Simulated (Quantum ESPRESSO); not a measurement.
BP:

```
P B
1.0
     0.00000    2.26900    2.26900
     2.26900    0.00000    2.26900
     2.26900    2.26900    0.00000
P B
1 1
Direct
  0.75000 0.75000 0.75000
  0.00000 0.00000 0.00000
```

```yaml
Program: Quantum ESPRESSO 7.5
Task: phonons
Functional: revPBE
Potentials_or_basis: PseudoDojo 0.4.1 SR PBE standard
Cutoff: 1034 eV
Density_cutoff: 4136 eV
k_mesh: 6 × 6 × 6, shifted
Occupations: fermi-dirac, width 0.05 eV
Spin: no spin polarisation
Mixing_beta: 0.5
Most_SCF_iterations: 120
SCF_threshold: 4e-10 Ry
```

The cell and the atoms were relaxed first, to 11.80 Å³/atom (a = 3.220 Å, b = 3.220 Å, c = 3.220 Å, α = 60.00°, β = 60.00°, γ = 60.00°), and the response was taken there.

The first run showed a gap, so the response started from a second, tighter run with fixed occupations.

The run gives a transverse optical frequency of 797 cm⁻¹, an electronic dielectric constant of 9.06 and Born charges of ±0.48 e.

**Question.** What are the longitudinal frequency and the static dielectric constant?

**Answer.** The longitudinal mode lies at 802 cm⁻¹, 5 cm⁻¹ over the transverse one, and the static constant is 9.16. The two agree with the Lyddane-Sachs-Teller relation: (802/797)² = 1.01 and 9.16/9.06 = 1.01.

Caveat: the potentials were made for another functional, which shifts forces and pressure.
